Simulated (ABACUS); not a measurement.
The system is KBr.

```
Br K
1.0
     4.04350    0.00000    0.00000
     0.00000    4.04350    0.00000
     0.00000    0.00000    4.04350
Br K
1 1
Direct
  0.50000 0.50000 0.50000
  0.00000 0.00000 0.00000
```

Measurements of this composition are mostly on another form, of space group No. 225.

| Property | Result |
| --- | --- |
| Program | ABACUS 3.10.1 |
| Task | single point |
| Functional | PBE |
| Potentials or basis | PseudoDojo NC SR 0.4.1 PBE standard |
| Cutoff | 1361 eV |
| Density cutoff | 5442 eV |
| Basis | DZP LCAO (the cutoffs set its grid) |
| k mesh | 7 × 7 × 7 |
| Occupations | fermi-dirac, width 0.05 eV |
| Spin | no spin polarisation |

On this cell: pressure -0.3 GPa; largest force zero by symmetry; band gap on the k mesh 3.90 eV, indirect (least direct gap 4.13 eV).

The same run follows on a disturbed copy (atoms moved at random, drawn with an rms of 0.05 Å):

```
Br K
1.0
     4.04350    0.00000    0.00000
     0.00000    4.04350    0.00000
     0.00000    0.00000    4.04350
Br K
1 1
Direct
  0.50038 0.49474 0.50228
  0.99884 0.99978 0.97651
```

Problem. What does the disturbed cell give?

Solution. The energy moves by +1.8 meV/atom; pressure -0.2 GPa; largest force 0.066 eV/Å; band gap on the k mesh 3.90 eV, indirect (least direct gap 4.14 eV).

Forces in eV/Å, atoms in the order of the input:
```
Br  -0.004  0.013 -0.065
K    0.004 -0.013  0.065
```

Caveats: the atomic orbitals were generated for these runs and aren't a published set; an odd mesh through Γ misses points on the zone boundary, where band edges often lie; the basis of atomic orbitals isn't converged, which shifts pressures, moduli and gaps.
